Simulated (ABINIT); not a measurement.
# GaAs (F-43m) in ABINIT: further runs

Aim: see how the results for GaAs move with the level of theory and the settings. Levels: SOGGA, LDA-Teter. Tasks: band structure, equation of state.

Program: ABINIT 10.8.3 (patched build). These are calculated values, not measurements. Logs are shortened: lines on timing, memory, paths and dates and some standing lists are left out, and cuts for length are marked. The log counts tension as positive stress, the text compression.

**Experimental background.**

“Evidence of valence band perturbations in GaAsN/GaAs(001): A combined variable-angle spectroscopic ellipsometry and modulated photoreflectance investigation”, 2008, arxiv:0805.2212 reports, for a bulk crystal of GaAs at 300 K: band gap 1.412 ± 0.01 eV (direct).

The results are compared with them further down.

## (1) Starting point

The structure is cubic, space group F-43m (No. 216). Conventional cell: a = 5.654 Å, b = 5.654 Å, c = 5.654 Å, α = 90.00°, β = 90.00°, γ = 90.00°. Around As (site symmetry -43m) lie 4 Ga at 2.45 Å. Around Ga (site symmetry -43m) lie 4 As at 2.45 Å.

## (2) Band structure, SOGGA

The input, run.abi:

```
# Datasets: ground state, then fixed potential
ndtset 2

# Pseudopotentials
pp_dirpath "./"
pseudos "As.GGA_PBE-JTH_sp.xml, Ga.GGA_PBE-JTH.xml"

# Structure
acell 3*1.0 Angstrom
rprim
     0.0000000000     2.8268500000     2.8268500000
     2.8268500000     0.0000000000     2.8268500000
     2.8268500000     2.8268500000     0.0000000000
ntypat 2
znucl 33 31
natom 2
typat 1 2
xred
     0.7500000000     0.7500000000     0.7500000000
     0.0000000000     0.0000000000     0.0000000000

# Plane-wave basis
ecut 17.0
pawecutdg 34.0

# Exchange and correlation
ixc -150130

# Bands and occupations
occopt 3
tsmear 0.05 eV

# SCF cycle
nstep 100

# Output
iomode 3
prtwf 0
prteig 0
prtebands 0
enunit 1
prtden1 1

# Dataset 1
kptopt1 1
ngkpt1 8 8 8
nshiftk1 1
shiftk1 0.0 0.0 0.0
nband1 13
tolvrs1 1.0e-9

# Dataset 2: bands along G-X-W-K-G-L-U-W-L-K
iscf2 -2
getden2 1
nband2 17
nbdbuf2 2
tolwfr2 1.0e-12
kptopt2 -9
ndivsm2 6
prteig2 1
kptbounds2
     0.0000000000     0.0000000000     0.0000000000
     0.5000000000     0.0000000000     0.5000000000
     0.5000000000     0.2500000000     0.7500000000
     0.3750000000     0.3750000000     0.7500000000
     0.0000000000     0.0000000000     0.0000000000
     0.5000000000     0.5000000000     0.5000000000
     0.6250000000     0.2500000000     0.6250000000
     0.5000000000     0.2500000000     0.7500000000
     0.5000000000     0.5000000000     0.5000000000
     0.3750000000     0.3750000000     0.7500000000
```

Potentials or basis: JTH PAW PBE v2.0 sp.

Run with:

```bash
abinit run.abi > log 2>&1
```

run.abo:

```text
.Version 10.8.3 of ABINIT
 DATASET    1 : space group F-4 3 m (#216); Bravais cF (face-center cubic)
================================================================================
 Values of the parameters that define the memory need for DATASET  1.
     intxc =       0    ionmov =       0      iscf =      17    lmnmax =      18
     lnmax =       6     mgfft =      30  mpssoang =       3    mqgrid =    3001
     natom =       2  nloc_mem =       2    nspden =       1   nspinor =       1
    nsppol =       1      nsym =      24    n1xccc =       1    ntypat =       2
    occopt =       3   xclevel =       2
       mpw =        1036          nfft =       27000          nkpt =          29
 PAW method is used; the additional fine FFT grid is defined by:
   mgfftf=        40    nfftf =     64000
================================================================================
================================================================================

 DATASET    2 : space group F-4 3 m (#216); Bravais cF (face-center cubic)
================================================================================
 Values of the parameters that define the memory need for DATASET  2.
     intxc =       0    ionmov =       0      iscf =      -2    lmnmax =      18
     lnmax =       6     mgfft =      30  mpssoang =       3    mqgrid =    3001
     natom =       2  nloc_mem =       2    nspden =       1   nspinor =       1
    nsppol =       1      nsym =      24    n1xccc =       1    ntypat =       2
    occopt =       3   xclevel =       2
       mpw =        1036          nfft =       27000          nkpt =         103
 PAW method is used; the additional fine FFT grid is defined by:
   mgfftf=        40    nfftf =     64000
================================================================================
================================================================================

--------------------------------------------------------------------------------
------------- Echo of variables that govern the present computation ------------
--------------------------------------------------------------------------------
 -outvars: echo values of preprocessed input variables --------
            acell      1.8897261259E+00  1.8897261259E+00  1.8897261259E+00 Bohr
              amu      7.49215900E+01  6.97230000E+01
             ecut      1.70000000E+01 Hartree
           enunit           1
           getden1          0
           getden2          1
             iscf1         17
             iscf2         -2
                       outvar_i_n : Printing only first  50 k-points.
              ixc     -150130
           jdtset        1    2
                       outvar_i_n : Printing only first  50 k-points.
           kptopt1          1
           kptopt2         -9
         kptrlatt        8    0    0      0    8    0      0    0    8
          kptrlen1     6.04375174E+01
          kptrlen2     3.00000000E+01
            natom           2
            nband1         13
            nband2         17
           nbdbuf1          0
           nbdbuf2          2
           ndtset           2
           ndivsm1          0
           ndivsm2          6
            ngfft          30      30      30
          ngfftdg          40      40      40
             nkpt1         29
             nkpt2        103
            nstep         100
             nsym          24
           ntypat           2
           occopt           3
        pawecutdg      3.40000000E+01 Hartree
         pawxcdev           0
        prtebands           0
           prteig1          0
           prteig2          1
            prtwf           0
            rprim      0.0000000000E+00  2.8268500000E+00  2.8268500000E+00
                       2.8268500000E+00  0.0000000000E+00  2.8268500000E+00
                       2.8268500000E+00  2.8268500000E+00  0.0000000000E+00
           shiftk1     0.00000000E+00  0.00000000E+00  0.00000000E+00
           shiftk2     5.00000000E-01  5.00000000E-01  5.00000000E-01
          spgroup         216
           tolvrs1     1.00000000E-09
           tolvrs2     0.00000000E+00
[... 232 lines left out ...]

 Coarse grid specifications (used for wave-functions):

 getcut: wavevector=  0.0000  0.0000  0.0000  ngfft=  30  30  30
         ecut(hartree)=     17.000   => boxcut(ratio)=   2.14189

 Fine grid specifications (used for densities):

 getcut: wavevector=  0.0000  0.0000  0.0000  ngfft=  40  40  40
         ecut(hartree)=     34.000   => boxcut(ratio)=   2.01715
--------------------------------------------------------------------------------

================================================================================
 Non-SCF case, kpt    1 (  0.00000  0.00000  0.00000), residuals and eigenvalues=
  8.35E-13  7.77E-13  9.70E-13  8.30E-13  5.27E-13  8.59E-13  3.26E-13  9.72E-13
  7.61E-13  7.23E-13  6.84E-13  2.45E-13  5.16E-13  1.87E-13  7.08E-13  3.01E-12
  6.06E-13
 -4.7951E-01 -4.7951E-01 -4.7951E-01 -4.7667E-01 -4.7667E-01 -4.0786E-01
  6.0562E-02  6.0562E-02  6.0562E-02  7.9036E-02  1.9664E-01  1.9664E-01
  1.9664E-01  3.3285E-01  4.3615E-01  4.3615E-01  4.8216E-01
 Non-SCF case, kpt    2 (  0.02941  0.00000  0.02941), residuals and eigenvalues=
  3.45E-13  4.53E-13  9.59E-13  2.77E-13  6.84E-13  2.50E-13  3.56E-13  3.18E-13
  5.28E-13  1.93E-13  5.32E-13  2.39E-13  6.26E-13  2.33E-13  8.61E-13  9.65E-12
  5.32E-06
[... 696 lines left out ...]
 Non-SCF case, kpt  102 (  0.38750  0.38750  0.72500), residuals and eigenvalues=
  3.44E-13  5.91E-13  4.11E-13  8.21E-13  4.09E-13  6.60E-13  4.67E-13  2.29E-13
  2.24E-13  4.42E-13  1.68E-13  3.16E-13  6.34E-13  1.36E-13  5.27E-13  1.77E-10
  3.64E-09
 -4.8321E-01 -4.7828E-01 -4.7799E-01 -4.7711E-01 -4.7642E-01 -3.1786E-01
 -1.8207E-01 -8.5191E-02 -1.9917E-02  1.3157E-01  2.4500E-01  3.3530E-01
  3.4481E-01  3.7446E-01  4.4295E-01  5.8067E-01  6.1380E-01
 Non-SCF case, kpt  103 (  0.37500  0.37500  0.75000), residuals and eigenvalues=
  4.16E-13  9.41E-13  4.67E-13  6.21E-13  9.21E-13  3.02E-13  4.81E-13  3.80E-13
  3.03E-13  2.84E-13  8.34E-13  5.78E-13  3.51E-13  2.55E-13  1.22E-13  1.19E-09
  1.12E-07
 -4.8329E-01 -4.7821E-01 -4.7793E-01 -4.7718E-01 -4.7638E-01 -3.1603E-01
 -1.8396E-01 -8.3861E-02 -2.3345E-02  1.2811E-01  2.2856E-01  3.5190E-01
  3.5756E-01  3.7641E-01  4.5023E-01  5.8368E-01  6.3126E-01

--- !ResultsGS
iteration_state: {dtset: 2, }
comment   : Summary of ground state results
lattice_vectors:
- [  0.0000000,   5.3419723,   5.3419723, ]
- [  5.3419723,   0.0000000,   5.3419723, ]
- [  5.3419723,   5.3419723,   0.0000000, ]
lattice_lengths: [   7.55469,    7.55469,    7.55469, ]
lattice_angles: [ 60.000,  60.000,  60.000, ] # degrees, (23, 13, 12)
lattice_volume:   3.0488418E+02
convergence: {deltae:  0.000E+00, res2:  0.000E+00, residm:  9.992E-13, diffor:  0.000E+00, }
etotal    :  -8.54305447E+01
entropy   :   0.00000000E+00
fermie    :   7.08676276E-02
cartesian_stress_tensor: null
pressure_GPa: null
xred      :
- [  7.5000E-01,   7.5000E-01,   7.5000E-01, As]
- [  0.0000E+00,   0.0000E+00,   0.0000E+00, Ga]
cartesian_forces: null
force_length_stats: {min: null, max: null, mean: null, }
...

 Integrated electronic density in atomic spheres:
 ------------------------------------------------
 Atom  Sphere_radius  Integrated_density
    1        2.10392          2.74589160
    2        2.10359         11.06776432

================================================================================

 ----iterations are completed or convergence reached----

 Mean square residual over all n,k,spin=   50.382E-14; max=  99.924E-14
 reduced coordinates (array xred) for    2 atoms
       0.750000000000      0.750000000000      0.750000000000
       0.000000000000      0.000000000000      0.000000000000

 cartesian coordinates (angstrom) at end:
    1      4.24027500000000     4.24027500000000     4.24027500000000
    2      0.00000000000000     0.00000000000000     0.00000000000000
 length scales=  1.889726125908  1.889726125908  1.889726125908 bohr
              =  1.000000000000  1.000000000000  1.000000000000 angstroms
 Eigenvalues (   eV  ) for nkpt= 103  k points:
 kpt#   1, nband= 17, wtk=  1.00000, kpt=  0.0000  0.0000  0.0000 (reduced coord)
 -13.04826  -13.04826  -13.04826  -12.97086  -12.97086  -11.09838    1.64799    1.64799
   1.64799    2.15067    5.35073    5.35073    5.35073    9.05731   11.86823   11.86823
  13.12014
 kpt#   2, nband= 17, wtk=  1.00000, kpt=  0.0294  0.0000  0.0294 (reduced coord)
 -13.04965  -13.04791  -13.04791  -12.97104  -12.97075  -11.08454    1.31057    1.60042
   1.60042    2.48644    5.29489    5.41557    5.41557    9.14462   11.56032   11.88288
  13.15051
 kpt#   3, nband= 17, wtk=  1.00000, kpt=  0.0588  0.0000  0.0588 (reduced coord)
 -13.05370  -13.04674  -13.04674  -12.97155  -12.97039  -11.04319    0.80759    1.46763
   1.46763    2.98151    5.14322    5.60011    5.60011    9.38951   10.97479   11.92684
  13.24041
 kpt#   4, nband= 17, wtk=  1.00000, kpt=  0.0882  0.0000  0.0882 (reduced coord)
 -13.06004  -13.04477  -13.04477  -12.97238  -12.96984  -10.97481    0.29187    1.27257
   1.27257    3.47233    4.93210    5.88100    5.88100    9.74107   10.37694   12.00009
  13.39110
 kpt#   5, nband= 17, wtk=  1.00000, kpt=  0.1176  0.0000  0.1176 (reduced coord)
[... 381 lines left out ...]
  -0.29367    3.82348    7.06036    8.43148    8.43684   10.57970   12.10032   14.39727
  16.08780
 kpt# 101, nband= 17, wtk=  1.00000, kpt=  0.4000  0.4000  0.7000 (reduced coord)
 -13.14607  -13.01693  -13.00931  -12.98076  -12.96499   -8.73332   -4.90059   -2.25135
  -0.42681    3.69693    7.03534    8.59372    8.93215   10.36080   12.02006   15.20808
  16.34361
 kpt# 102, nband= 17, wtk=  1.00000, kpt=  0.3875  0.3875  0.7250 (reduced coord)
 -13.14882  -13.01467  -13.00685  -12.98292  -12.96409   -8.64949   -4.95442   -2.31816
  -0.54196    3.58015    6.66675    9.12411    9.38276   10.18960   12.05323   15.80092
  16.70231
 kpt# 103, nband= 17, wtk=  1.00000, kpt=  0.3750  0.3750  0.7500 (reduced coord)
 -13.15107  -13.01272  -13.00512  -12.98486  -12.96306   -8.59956   -5.00588   -2.28198
  -0.63525    3.48595    6.21943    9.57556    9.72974   10.24262   12.25138   15.88265
  17.17754

== END DATASET(S) ==============================================================
================================================================================

 -outvars: echo values of variables after computation  --------
            acell      1.8897261259E+00  1.8897261259E+00  1.8897261259E+00 Bohr
           etotal1    -8.5430544703E+01
            fcart1     2.5202725440E-29  2.5202725440E-29 -7.5608176319E-29
                      -2.5202725440E-29 -2.5202725440E-29  7.5608176319E-29
            rprim      0.0000000000E+00  2.8268500000E+00  2.8268500000E+00
                       2.8268500000E+00  0.0000000000E+00  2.8268500000E+00
                       2.8268500000E+00  2.8268500000E+00  0.0000000000E+00
           strten1     1.4117406349E-05  1.4117406349E-05  1.4117406349E-05
                       0.0000000000E+00  0.0000000000E+00  0.0000000000E+00
           xangst      4.2402750000E+00  4.2402750000E+00  4.2402750000E+00
                       0.0000000000E+00  0.0000000000E+00  0.0000000000E+00
             xred      7.5000000000E-01  7.5000000000E-01  7.5000000000E-01
                       0.0000000000E+00  0.0000000000E+00  0.0000000000E+00
 Calculation completed.
```

Run time: 39 s. Hardware: 1 thread of Arm Neoverse V2, shared host; peak memory 0.12 GiB.

Results:

| Item | Value |
| --- | --- |
| Free energy | -2324.6835 eV |
| Pressure | -0.4 GPa |
| Band gap on the k mesh | 0.50 eV, direct |
| Band gap along the path | 0.50 eV, direct |
| Valence electrons inside the program's atomic spheres | As 2.75; Ga 11.07 |

Levels at the corners of the path, in eV from the valence-band top:
```csv
point,band 6,band 7,band 8,band 9,band 10,band 11,band 12,band 13
Γ,-12.75,0.00,0.00,0.00,0.50,3.70,3.70,3.70
X,-10.21,-6.84,-2.71,-2.71,1.30,1.55,10.21,10.21
W,-10.15,-6.65,-3.60,-3.41,4.60,4.63,5.37,5.94
K,-10.25,-6.65,-3.93,-2.28,1.84,4.57,7.93,8.08
Γ,-12.75,0.00,0.00,0.00,0.50,3.70,3.70,3.70
L,-10.96,-6.69,-1.15,-1.15,0.94,4.58,4.58,7.56
U,-10.25,-6.65,-3.93,-2.28,1.84,4.57,7.93,8.08
W,-10.15,-6.65,-3.60,-3.41,4.60,4.63,5.37,5.94
L,-10.96,-6.69,-1.15,-1.15,0.94,4.58,4.58,7.56
K,-10.25,-6.65,-3.93,-2.28,1.84,4.57,7.93,8.08
```

Caveat: the PAW data sets were made with another functional, which shifts forces and pressure a little; this set keeps more shells in the core, which shifts pressures and gaps.

[end of part 1 of 2]
